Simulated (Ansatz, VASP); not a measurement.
# One calculation of LiF, two programs

```xyz
2
Lattice="-0.0201 2.0039 2.0039 2.0039 -0.0201 2.0039 2.0039 2.0039 -0.0201" Properties=species:S:1:pos:R:3 pbc="T T T"
Li    0.0000    0.0000    0.0000
F     1.9939    1.9939    1.9939
```

Change from the starting cell: equal xy, yz and zx shear strains of -1 %.

Alike in both runs: task single point; functional LDA; k mesh 10 × 10 × 10; occupations fermi-dirac, width 0.03 eV; no spin polarisation.

|  | VASP | Ansatz |
| --- | --- | --- |
| version | VASP 6.6.1 | Ansatz 0.2.0 |
| potentials or method | VASP PAW LDA potentials, release 64 (Li_sv, F), cutoff 520 eV | all-electron LAPW, scalar-relativistic |

Ansatz gave:

| Property | Result |
| --- | --- |
| gap on the k mesh at the Fermi level (eV) | 8.77 |

What did VASP give for the same quantities?

gap on the k mesh at the Fermi level (eV): 8.78.

Ansatz ran all-electron here, so the differences hold the error of VASP's frozen core and of both bases.

 A k mesh can miss the band edges.
